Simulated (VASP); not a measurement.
Here is a VASP 6.6.1 calculation.

INCAR

```
SYSTEM = P
PREC = Accurate
ENCUT = 900
EDIFF = 1E-7
ISMEAR = 0
SIGMA = 0.02
LREAL = .FALSE.
LASPH = .TRUE.
NELM = 60
ALGO = Normal
ISIF = 3
LWAVE = .FALSE.
LCHARG = .FALSE.
GGA = PE
IVDW = 12
IBRION = 2
NSW = 80
EDIFFG = -0.002
```

File KPOINTS:

```
Automatic mesh
0
G
  10 10 8
  0 0 0
```

The input POSCAR:

```
P
1.0
    1.6582000000     -5.2420000000      0.0000000000
    1.6582000000      5.2420000000      0.0000000000
    0.0000000000      0.0000000000      4.3793000000
P
4
Direct
    0.8983800000      0.1016200000      0.0806800000
    0.6016200000      0.3983800000      0.5806800000
    0.1016200000      0.8983800000      0.9193200000
    0.3983800000      0.6016200000      0.4193200000
```

Potentials or basis: VASP PAW PBE potentials, release 64 (P_h).

Command:

```sh
$ cat potpaw_PBE.64/P_h/POTCAR > POTCAR
$ mpirun -np 1 vasp_std > vasp.out
```

**Question.** What does it give for the band gap on the k mesh?

**Answer.** None (metal or under the smearing width).

**Question.** What does it give for the relaxed volume?

**Answer.** 17.63 Å³/atom.

**Question.** What does it give for the relaxed cell?

**Answer.** a = 5.360 Å, b = 5.360 Å, c = 4.166 Å, α = 90.00°, β = 90.00°, γ = 143.91°.

Final structure:
```
P
1.0
     1.66044   -5.09683    0.00000
     1.66044    5.09683    0.00000
     0.00000    0.00000    4.16613
P
4
Direct
  0.89372 0.10628 0.07215
  0.60628 0.39372 0.57215
  0.10628 0.89372 0.92785
  0.39372 0.60628 0.42785
```

Caveat: pairwise dispersion overbinds metals, which lowers pressure and volume.
